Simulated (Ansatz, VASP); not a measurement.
## InP: VASP beside Ansatz

Contents of INCAR:

```
SYSTEM = InP
  PREC = Accurate
  ENCUT = 520
  EDIFF = 1E-7
  ISMEAR = 0
  SIGMA = 0.15
  LREAL = .False.
  LASPH = .True.
  NELM = 100
  ALGO = Normal
  ISIF = 2
  LWAVE = .False.
  LCHARG = .False.
  GGA = PE
  NBANDS = 16
```

The input KPOINTS:

```
regular mesh
0
Gamma
  18 18 18
  0 0 0
```

Contents of POSCAR:

```
InP
1.0
    0.0000000000      2.8993883979      2.7333172811
    2.6777755648      0.0000000000      2.7333172811
    2.6777755648      2.8993883979      0.0000000000
In P
1 1
Direct
    0.0000000000      0.0000000000      0.0000000000
    0.5000000000      0.5000000000      0.5000000000
```

Input for Ansatz:

```yaml
crystal:
  lattice:
    - [0.0, 2.8993883979, 2.7333172811]
    - [2.6777755648, 0.0, 2.7333172811]
    - [2.6777755648, 2.8993883979, 0.0]
  atoms:
    - { symbol: In, position: [0.0, 0.0, 0.0] }
    - { symbol: P, position: [0.5, 0.5, 0.5] }
basis:
  ecutwfc: 420
kpoints:
  mp_grid: { grid: [18, 18, 18] }
hamiltonian:
  xc: pbe
scf:
  occupations: { method: gaussian, width: 0.15 }
output:
  forces: true
  stress: true
  eigenvalues: true
```

Change from the starting cell: strain +e along x and -e along y -0.0400, strain +e along z and -e/2 along x and y -0.0133.

Alike in both runs: task single point; functional PBE; k mesh 18 × 18 × 18; occupations gaussian, width 0.15 eV; no spin polarisation.

|  | VASP | Ansatz |
| --- | --- | --- |
| version | VASP 6.6.1 | Ansatz 0.2.0 |
| potentials or method | VASP PAW PBE potentials, release 64 (In_d, P) | scalar-relativistic, plane waves, PAW |
| plane-wave cutoff (eV) | 520 | 420 |
| valence electrons in the cell | 18 | 18 |

Ansatz gave:

| Quantity | Value |
| --- | --- |
| gap on the k mesh at the Fermi level (eV) | none |
| pressure (GPa) | 0.8 |
| largest component of the traceless stress (GPa) | 4.32 |

**Question.** Which values does VASP return?

**Answer.** gap on the k mesh at the Fermi level (eV): none; pressure (GPa): 0.8; largest component of the traceless stress (GPa): 4.31.

A gap of «none» marks a metal or a gap that the smearing closes.
